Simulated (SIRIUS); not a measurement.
Al in SIRIUS: convergence with gk cutoff

Input of the first run (gk cutoff 1.87 1/bohr); the others differ in this setting and in those tied to it:

Contents of sirius.json:

```json
{
  "control": {
    "processing_unit": "cpu",
    "std_evp_solver_name": "lapack",
    "gen_evp_solver_name": "lapack",
    "verbosity": 2,
    "print_forces": true,
    "ortho_rf": true,
    "use_second_variation": true,
    "rmt_max": 3.0,
    "num_bands_to_print": 12,
    "save_wf": true
  },
  "parameters": {
    "electronic_structure_method": "full_potential_lapwlo",
    "xc_functionals": ["XC_LDA_X", "XC_LDA_C_PW"],
    "core_relativity": "dirac",
    "valence_relativity": "iora",
    "num_fv_states": 12,
    "smearing": "fermi_dirac",
    "smearing_width": 0.0018374661,
    "pw_cutoff": 20,
    "gk_cutoff": 1.87,
    "lmax_apw": 10,
    "lmax_rho": 8,
    "lmax_pot": 8,
    "num_mag_dims": 0,
    "auto_rmt": 0,
    "ngridk": [11, 11, 11],
    "shiftk": [0, 0, 0],
    "num_dft_iter": 80,
    "energy_tol": 1e-07,
    "density_tol": 1e-05,
    "use_symmetry": true
  },
  "settings": {"tol_ne": 1e-10},
  "iterative_solver": {"type": "exact"},
  "mixer": {"type": "anderson", "beta": 0.5, "max_history": 8},
  "unit_cell": {
    "lattice_vectors": [[0.0, 3.8263269058, 3.8263269058], [3.8263269058, 0.0, 3.8263269058], [3.8263269058, 3.8263269058, 0.0]],
    "atom_types": ["Al"],
    "atom_files": {"Al": "Al.json"},
    "atoms": {"Al": [[0.0, 0.0, 0.0]]}
  }
}
```

The input Al.json:

```json
{
  "name": "aluminium",
  "symbol": "Al",
  "number": 13,
  "mass": 26.9815386,
  "rmin": 1e-06,
  "rmt": 2.29,
  "nrmt": 800,
  "rinf": 20.43,
  "core": "1s",
  "valence": [
    {"basis": [{"enu": 0.05, "dme": 0, "n": 0, "auto": 0}, {"enu": 0.05, "dme": 1, "n": 0, "auto": 0}]},
    {"l": 0, "n": 1, "basis": [{"enu": 0.1073, "dme": 0, "n": 0, "auto": 0}]},
    {"l": 1, "n": 2, "basis": [{"enu": 0.15, "dme": 0, "n": 0, "auto": 0}]},
    {"l": 2, "n": 3, "basis": [{"enu": 0.15, "dme": 0, "n": 0, "auto": 0}]},
    {"l": 3, "n": 4, "basis": [{"enu": 0.15, "dme": 0, "n": 0, "auto": 0}]}
  ],
  "lo": [
    {
      "l": 0,
      "basis": [{"enu": 0.1073, "dme": 0, "n": 0, "auto": 0}, {"enu": 0.1073, "dme": 1, "n": 0, "auto": 0}]
    },
    {
      "l": 0,
      "basis": [{"enu": -3.695, "dme": 0, "n": 2, "auto": 1}, {"enu": -3.695, "dme": 1, "n": 2, "auto": 1}]
    },
    {
      "l": 0,
      "basis": [{"enu": -3.695, "dme": 1, "n": 2, "auto": 1}, {"enu": 0.1073, "dme": 0, "n": 0, "auto": 0}]
    },
    {
      "l": 0,
      "basis": [{"enu": 0.1073, "dme": 0, "n": 0, "auto": 0}, {"enu": 3.1584, "dme": 0, "n": 0, "auto": 0}]
    },
    {"l": 1, "basis": [{"enu": 0.15, "dme": 0, "n": 0, "auto": 0}, {"enu": 0.15, "dme": 1, "n": 0, "auto": 0}]},
    {
      "l": 1,
      "basis": [{"enu": -2.3097, "dme": 0, "n": 2, "auto": 1}, {"enu": -2.3097, "dme": 1, "n": 2, "auto": 1}]
    },
    {
      "l": 1,
      "basis": [{"enu": -2.3097, "dme": 1, "n": 2, "auto": 1}, {"enu": 0.15, "dme": 0, "n": 0, "auto": 0}]
    },
    {"l": 1, "basis": [{"enu": 0.15, "dme": 0, "n": 0, "auto": 0}, {"enu": 3.6587, "dme": 0, "n": 0, "auto": 0}]},
    {"l": 2, "basis": [{"enu": 0.15, "dme": 0, "n": 0, "auto": 0}, {"enu": 0.15, "dme": 1, "n": 0, "auto": 0}]},
    {"l": 2, "basis": [{"enu": 0.15, "dme": 1, "n": 0, "auto": 0}, {"enu": 0.15, "dme": 2, "n": 0, "auto": 0}]},
    {"l": 2, "basis": [{"enu": 0.15, "dme": 0, "n": 0, "auto": 0}, {"enu": 3.1248, "dme": 0, "n": 0, "auto": 0}]},
    {"l": 3, "basis": [{"enu": 0.15, "dme": 0, "n": 0, "auto": 0}, {"enu": 0.15, "dme": 1, "n": 0, "auto": 0}]}
  ],
  "free_atom": [... radial grid and density of the free atom, the start of the SCF ...]
}
```

sirius_start.json

```json
{
  "control": {
    "processing_unit": "cpu",
    "std_evp_solver_name": "lapack",
    "gen_evp_solver_name": "lapack",
    "verbosity": 1,
    "print_forces": false,
    "ortho_rf": true,
    "use_second_variation": true,
    "rmt_max": 3.0,
    "num_bands_to_print": 12,
    "save_wf": false
  },
  "parameters": {
    "electronic_structure_method": "full_potential_lapwlo",
    "xc_functionals": ["XC_LDA_X", "XC_LDA_C_PW"],
    "core_relativity": "dirac",
    "valence_relativity": "iora",
    "num_fv_states": 12,
    "smearing": "fermi_dirac",
    "smearing_width": 0.0055123983,
    "pw_cutoff": 20,
    "gk_cutoff": 1.5,
    "lmax_apw": 10,
    "lmax_rho": 8,
    "lmax_pot": 8,
    "num_mag_dims": 0,
    "auto_rmt": 0,
    "ngridk": [4, 4, 4],
    "shiftk": [0, 0, 0],
    "num_dft_iter": 30,
    "energy_tol": 0.01,
    "density_tol": 0.05,
    "use_symmetry": true
  },
  "settings": {"tol_ne": 1e-10},
  "iterative_solver": {"type": "exact"},
  "mixer": {"type": "anderson", "beta": 0.5, "max_history": 8},
  "unit_cell": {
    "lattice_vectors": [[0.0, 3.8263269058, 3.8263269058], [3.8263269058, 0.0, 3.8263269058], [3.8263269058, 3.8263269058, 0.0]],
    "atom_types": ["Al"],
    "atom_files": {"Al": "Al.json"},
    "atoms": {"Al": [[0.0, 0.0, 0.0]]}
  }
}
```

Potentials or basis: all-electron FP-LAPW, apw+lo standard.

Run with:

```console
$ OMP_NUM_THREADS=1 sirius.scf --input=sirius_start.json --output=start.json
$ OMP_NUM_THREADS=1 sirius.scf --input=sirius.json --output=output.json --task=1
```

Hardware: 1 thread of Arm Neoverse V1, with other jobs on the host.

| gk cutoff | energy less the tightest run, at zero smearing (meV/atom) | SCF cycles | CPU time (s) | peak memory (GiB) |
| --- | --- | --- | --- | --- |
| 1.87 1/bohr | 342.62 | 5 | 9.8 | 0.25 |
| 2.21 1/bohr | 131.15 | 5 | 9.9 | 0.25 |
| 2.55 1/bohr | 42.45 | 5 | 10 | 0.26 |
| 2.9 1/bohr | 14.62 | 5 | 11 | 0.26 |
| 3.24 1/bohr | 4.60 | 5 | 11 | 0.27 |
| 3.58 1/bohr | 1.16 | 5 | 12 | 0.28 |
| 3.92 1/bohr | 0.00 | 5 | 13 | 0.3 |

Not settled before the last step: the energy (to 1 meV/atom). The tightest run that finished is the yardstick and may itself not be fully converged.
